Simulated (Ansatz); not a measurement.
Crystal: Ga.

```
Ga
1.0
     1.38300   -4.02650    0.00000
     1.38300    4.02650    0.00000
    -0.11745    0.00000    3.32993
Ga
2
Direct
  0.13100 0.86900 0.75000
  0.86900 0.13100 0.25000
```

This isn't the form of Ga at room conditions, which is orthorhombic.

```yaml
Program: Ansatz 0.2.0
Task: relaxation of cell and atoms
Functional: B3LYP
Potentials_or_basis: Ansatz PAW
Cutoff: "420 eV (not typed: the program's choice for these potentials)"
k_mesh: 5 × 5 × 4
Occupations: fermi-dirac, width 0.05 eV
Spin: no spin polarisation
```

At the start: volume 18.54 Å³/atom.

**Question.** How do energy, volume and symmetry change on relaxing?

**Answer.** It ends after 6 steps and the volume is 20.14 Å³/atom (+8.6 %); space group C2/c (No. 15, to 0.05 Å).

The path:
| step | energy change (eV) | largest force (eV/Å) | volume (Å³) |
| --- | --- | --- | --- |
| 1 | 0.0000 | 0.3820 | 37.09 |
| 2 | -0.0708 | 0.0649 | 39.23 |
| 3 | -0.0794 | 0.0406 | 40.17 |
| 4 | -0.0800 | 0.0051 | 40.37 |
| 5 | -0.0801 | 0.0013 | 40.28 |
| 6 | -0.0813 | 0.0015 | 40.28 |

Final structure:
```
Ga
1.0
     1.43083   -4.03909   -0.03224
     1.43083    4.03909   -0.03224
    -0.19913    0.00000    3.48969
Ga
2
Direct
  0.13695 0.86305 0.75000
  0.86305 0.13695 0.25000
```

Caveat: the k mesh is coarse (spacing up to 0.48 Å⁻¹), so the values aren't converged, least of all with exact exchange; the plane-wave basis is chosen anew once the cell has moved, so the energies of steps on either side of that aren't comparable; the PAW data sets come from PBE, with cores solved anew for the run's functional, which leaves a small shift of forces and pressure.
